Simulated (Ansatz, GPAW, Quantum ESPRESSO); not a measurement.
**One calculation of Ba, 3 ways**

```xyz
1
Lattice="-2.5065 2.5065 2.5065 2.5065 -2.5065 2.5065 2.5065 2.5065 -2.5065" Properties=species:S:1:pos:R:3 pbc="T T T"
Ba    0.0000    0.0000    0.0000
```

Alike in all runs: task band structure; functional LDA; k mesh 8 × 8 × 8; occupations fermi-dirac, width 0.05 eV; no spin polarisation; no spin-orbit coupling. LDA stands for any of its common fits. Pressure is positive in compression and, in plane waves, holds the error of the finite cutoff.

| program and potentials | plane-wave cutoff (eV) | notes | pressure (GPa) |
| --- | --- | --- | --- |
| GPAW, PAW data sets generated for this functional | 600 | - | -1.30 |
| Ansatz, all-electron LAPW, scalar-relativistic | - | - | -1.34 |
| Quantum ESPRESSO, SG15 PBE 1.2 | 599 | potentials made for PBE | -1.30 |

The pressure spans -1.34 (Ansatz, all-electron LAPW, scalar-relativistic) to -1.30 GPa (GPAW, PAW data sets generated for this functional), with all-electron results at -1.34.

Differences between rows come from potentials, basis sets and numerical settings, since the functional is the same but for its coding. Runs on potential files found faulty are left out.
